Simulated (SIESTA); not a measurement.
The system is NaI.

```
CELL_PARAMETERS angstrom
0.00000 3.23640 3.23640
3.23640 0.00000 3.23640
3.23640 3.23640 0.00000
ATOMIC_POSITIONS crystal
I 0.50000 0.50000 0.50000
Na 0.00000 0.00000 0.00000
```

Base run:

```yaml
Program: SIESTA 5.4.2
Functional: AM05
Potentials_or_basis: PseudoDojo 0.4 standard (PBEsol files)
Basis: DZP (energy shift 0.003 Ry; two zetas on semicore shells)
Grid_cutoff: 800 Ry
Energy_shift: 0.003 Ry
k_mesh: 7 × 7 × 7
Occupations: fermi-dirac, width 0.05 eV
Spin: no spin polarisation
```

Its results: band gap on the k mesh 3.79 eV, direct; pressure 0.4 GPa.

The run is repeated on the same cell with these changes: functional from AM05 to PBEsol. What comes out?

Band gap on the k mesh 3.64 eV, direct; pressure -0.4 GPa.

Caveats: spin-orbit coupling is left out, which moves the levels of the heavy elements; the basis of atomic orbitals isn't converged, which shifts pressures, moduli and gaps; the potentials were made for another functional, which shifts forces and pressure (some runs).

Not every run made on this cell is shown here.
